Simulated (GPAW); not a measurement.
Runs of GPAW 26.7.0 on N. The structure is cubic, space group Pa-3 (No. 205). The conventional cell has a = 5.561 Å, b = 5.561 Å, c = 5.561 Å, α = 90.00°, β = 90.00°, γ = 90.00°. N (site symmetry 3) has 1 N at 1.11 Å as nearest neighbours. 

```csv
task,level,potentials or basis,k mesh,band path,band points,gap on the mesh (eV),pressure (GPa),V0 of scaled cells (Å³/atom),B0 (GPa),largest force (eV/Å)
band structure,PBE,"GPAW PAW data sets (gpaw-data 1.2.1), pw",4 × 4 × 4,"GXMGRX,MR",60,7.28,-0.7,-,-,0.60
band structure,LDA,"the program's PAW data sets (release 1.2.1) made for this functional, pw",4 × 4 × 4,"GXMGRX,MR",60,7.10,-3.3,-,-,1.53
single point,PBE,"GPAW PAW data sets (gpaw-data 1.2.1), pw",5 × 5 × 5,-,-,(c),-0.7,-,-,0.60
band structure,PBEsol,"PAW data sets generated in the run's folder for this functional, pw",4 × 4 × 4,"GXMGRX,MR",60,7.24,-1.2,-,-,0.80
equation of state,LDA,"the program's PAW data sets (release 1.2.1) made for this functional, pw",4 × 4 × 4,-,-,-,-,(a),79,-
equation of state,PBEsol,"PAW data sets generated in the run's folder for this functional, pw",4 × 4 × 4,-,-,-,-,21.31,74,-
equation of state,PBE,"GPAW PAW data sets (gpaw-data 1.2.1), pw",5 × 5 × 5,-,-,-,-,(b),73,-
```

Alike in all rows: no spin polarisation; cell as given; cutoff (eV) 800; smearing fermi-dirac 0.05 eV.

Question: Estimate the missing entries.

Answer: (a) 20.74; (b) 21.48; (c) 7.29.

Caveats: the cell was scaled at fixed shape and fractional positions, which overstates the stiffness of a crystal with free parameters, most of all of layers and chains (some runs); forces of over 1 eV/Å show positions far from the minimum, so gaps and moduli don't describe the material at rest (some runs); an odd mesh through Γ misses points on the zone boundary, where band edges often lie (some runs).

Not every run made on this cell is shown here.
